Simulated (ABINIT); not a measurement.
SiC (Moissanite):

```
Si C
1.0
     3.07600    0.00000    0.00000
    -1.53800    2.66389    0.00000
     0.00000    0.00000    5.04800
Si C
2 2
Direct
  0.66667 0.33333 0.50000
  0.33333 0.66667 0.00000
  0.66667 0.33333 0.88500
  0.33333 0.66667 0.38500
```

Base run:

* Program: ABINIT 10.8.3 (patched build)
* Functional: OLYP
* Potentials or basis: PseudoDojo NC SR PBE v0.4.1 standard
* Cutoff: 1116 eV
* k mesh: 10 × 10 × 5
* Occupations: fermi-dirac, width 0.05 eV
* Spin: no spin polarisation

Its results: band gap on the k mesh 2.70 eV, indirect (least direct gap 4.23 eV); pressure -1.8 GPa; largest force 0.739 eV/Å.

Q: After a change of settings the same cell gave: band gap on the k mesh 2.76 eV, indirect (least direct gap 4.30 eV); pressure 9.2 GPa; largest force 0.767 eV/Å. Which change was it?
A. functional from OLYP to rPW86PBE
B. potentials or basis from PseudoDojo NC SR PBE v0.4.1 standard to JTH PAW PBE v2.0; cutoff from 1116 eV to 544 eV
C. functional from OLYP to LDA; potentials or basis from PseudoDojo NC SR PBE v0.4.1 standard to PseudoDojo NC SR LDA v0.4 stringent
D. functional from OLYP to LDA-Teter; potentials or basis from PseudoDojo NC SR PBE v0.4.1 standard to JTH PAW LDA v2.0; cutoff from 1116 eV to 544 eV

A: A.

Caveats: the potentials were made for another functional, which shifts forces and pressure; the mesh misses the band edges, which the band path finds closer together.

Runs at the PBE level aren't shown here.
